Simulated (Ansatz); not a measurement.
# InGaP2: the cost of one run

Program: Ansatz 0.2.0. PAW datasets, plane waves, zero pressure. No spin polarisation. The prototype was imposed, so other structures may be more stable.

**1. The cell**

This is the cell as the run starts from it, not yet at rest; its lengths are not the crystal's.

Space group P-4m2 (No. 115), tetragonal; conventional cell a = 3.845 Å, c = 5.437 Å, 20.09 Å³ an atom. Ga has 4 P at 2.35 Å; P has 2 Ga at 2.35 Å and 2 In at 2.35 Å; In has 4 P at 2.35 Å.

As a file:

```
Ga P In
1.0
     3.84480    0.00000    0.00000
     0.00000    3.84480    0.00000
     0.00000    0.00000    5.43737
Ga P In
1 2 1
Direct
  0.00000 0.00000 0.00000
  0.00000 0.50000 0.25000
  0.50000 0.00000 0.75000
  0.50000 0.50000 0.50000
```

**2. Relaxation with PBE**

input.yaml

```yaml
crystal:
  lattice:
    - [3.8448007499, 0.0, 0.0]
    - [0.0, 3.8448007499, 0.0]
    - [0.0, 0.0, 5.4373693652]
  atoms:
    - { symbol: Ga, position: [0.0, 0.0, 0.0] }
    - { symbol: P, position: [0.0, 0.5, 0.25] }
    - { symbol: In, position: [0.5, 0.5, 0.5] }
    - { symbol: P, position: [0.5, 0.0, 0.75] }
kpoints:
  mp_grid: { grid: [6, 6, 4] }
hamiltonian:
  xc: pbe
scf:
  occupations: { method: fermi_dirac, width: 0.02 }
relax:
  f_tol: 0.005
  cell: {}
```

The run is started by

```
ansatz run input.yaml --threads 2 --pin off --max-ram 2211MiB --backend cpu --events-out ev --progress --plain --runs-dir out
```

Q: Estimate wall time and peak memory on 2 threads of Arm Neoverse V1, shared host.

About 20 s, with a peak of 0.37 GiB.
